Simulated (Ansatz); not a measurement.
ZnSe (h-MgO type) (no longer in that coordination) was relaxed with r2SCAN, strained in 2 ways (changes of length per length), its atoms relaxed again with r2SCAN, and run with r2SCAN in Ansatz. Note: simulated data, non-magnetic, for a generated structure that need not be the stable one.

Uniaxial +3.67 % along z, other directions held. Input:
```yaml
crystal:
  lattice:
    - [4.1513888435, 0.0, 0.0]
    - [-2.0756944217, 3.5952081994, 0.0]
    - [0.0, 0.0, 6.4013572999]
  atoms:
    - { symbol: Zn, position: [0.3333333333, 0.6666666667, 0.25] }
    - { symbol: Zn, position: [0.6666666667, 0.3333333333, 0.75] }
    - { symbol: Se, position: [0.6666666667, 0.3333333333, 0.25] }
    - { symbol: Se, position: [0.3333333333, 0.6666666667, 0.75] }
kpoints:
  mp_grid: { grid: [12, 12, 4] }
  band_path:
    path:
      - [0.0, 0.0, 0.0]
      - [0.5, 0.0, 0.0]
      - [0.3333333333, 0.3333333333, 0.0]
      - [0.0, 0.0, 0.5]
      - [0.5, 0.0, 0.5]
      - [0.3333333333, 0.3333333333, 0.5]
    npoints: 1
hamiltonian:
  xc: r2scan
scf:
  occupations: { method: fixed }
  n_extra_bands: 5
output:
  forces: true
  stress: true
  eigenvalues: true
```

Main results, then levels in eV from the Fermi energy at the points of the path (names of the unstrained zone, bands numbered from 0):
```
Crystal: 4 atoms, lattice volume = 95.541 Å³
Basis set: ecut = 500 eV, 2417 PW (Γ)
Symmetry: 24 space group operations
Space group: P63/mmc (ITA 194)
k-points: 57 of 576
Free energy (F): -17610.210838 eV
Fermi energy:    6.133959 eV
--- Stress (GPa, compression-positive) ---
       -1.062667       0.000000       0.000000
        0.000000      -1.062667       0.000000
        0.000000       0.000000      -0.937230
  P = ⅓ Tr σ = -1.0209 GPa (-10.209 kbar)
```
```tsv
point	band_25	band_26	band_27	band_28	band_29	band_30
Γ	-0.632	-0.632	0.000	1.089	1.446	5.622
M	-2.410	-1.816	-1.059	2.395	3.672	5.217
K	-2.996	-1.682	-1.682	5.368	5.532	5.532
A	-0.973	-0.973	-0.973	2.064	2.064	5.970
L	-2.305	-0.884	-0.884	3.214	3.214	4.257
H	-3.631	-0.577	-0.577	4.170	4.170	6.169
```

With r2SCAN the gap is 1.09 eV and direct, at Γ. At this geometry r2SCAN finds -1.02 GPa, compression counted positive: its own equilibrium volume is smaller.

Isotropic -1.85 % on every length. These blocks change:
```yaml
crystal:
  lattice:
    - [4.0745881499, 0.0, 0.0]
    - [-2.0372940749, 3.5286968478, 0.0]
    - [0.0, 0.0, 6.0605114207]
  atoms:
    - { symbol: Zn, position: [0.3333333333, 0.6666666667, 0.25] }
    - { symbol: Zn, position: [0.6666666667, 0.3333333333, 0.75] }
    - { symbol: Se, position: [0.6666666667, 0.3333333333, 0.25] }
    - { symbol: Se, position: [0.3333333333, 0.6666666667, 0.75] }
```

```
Crystal: 4 atoms, lattice volume = 87.138 Å³
Basis set: ecut = 500 eV, 2225 PW (Γ)
Symmetry: 24 space group operations
Space group: P63/mmc (ITA 194)
k-points: 57 of 576
Free energy (F): -17610.161379 eV
Fermi energy:    7.417520 eV
--- Stress (GPa, compression-positive) ---
        4.939279       0.000000       0.000000
        0.000000       4.939279       0.000000
        0.000000       0.000000       2.163920
  P = ⅓ Tr σ = 4.0142 GPa (40.142 kbar)
```
```tsv
point	band_25	band_26	band_27	band_28	band_29	band_30
Γ	-0.657	-0.657	0.000	0.988	1.774	5.410
M	-2.953	-1.932	-1.429	2.142	3.885	5.410
K	-3.209	-2.148	-2.148	5.130	5.643	5.643
A	-1.114	-1.114	-1.114	2.285	2.285	5.800
L	-2.583	-0.990	-0.990	3.258	3.258	4.214
H	-4.036	-0.593	-0.593	4.141	4.141	6.513
```

r2SCAN gives a direct gap of 0.99 eV at Γ. The mean pressure at these positions is +4.01 GPa, compression counted positive.

The runs are scalar-relativistic, without spin-orbit coupling.
